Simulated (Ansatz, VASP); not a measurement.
# One calculation of Bi3Te2, two programs

```
CELL_PARAMETERS angstrom
4.59788 0.00000 0.00000
-2.29894 3.98188 0.00000
0.00000 0.00000 22.50831
ATOMIC_POSITIONS crystal
Bi 0.66667 0.33333 0.33321
Bi 0.33333 0.66667 0.50000
Bi 0.00000 0.00000 0.66679
Te 0.00000 0.00000 0.41661
Te 0.66667 0.33333 0.58339
```

Alike in both runs: task single point; functional PBE; k mesh 9 × 9 × 1; occupations gaussian, width 0.1 eV; no spin polarisation.

```csv
,VASP,Ansatz
version,VASP 6.6.1,Ansatz 0.2.0
potentials or method,"VASP PAW PBE potentials, release 64 (Bi_d, Te)","scalar-relativistic, plane waves, PAW"
plane-wave cutoff (eV),520,420
valence electrons in the cell,57,77
```

VASP gave:

```
gap on the k mesh at the Fermi level (eV) : none
rms of the force components (eV/Å)        : 0.206
```

Question: Which values does Ansatz return?

Answer: gap on the k mesh at the Fermi level (eV): none; rms of the force components (eV/Å): 0.207.

A gap of «none» marks a metal or a gap that the smearing closes. The two sets of potentials don't hold the same shells in valence. Ansatz warned: «xc_potential_rough_in_thin_density».

Caveats: spin-orbit coupling is left out, which moves the levels of the heavy elements.
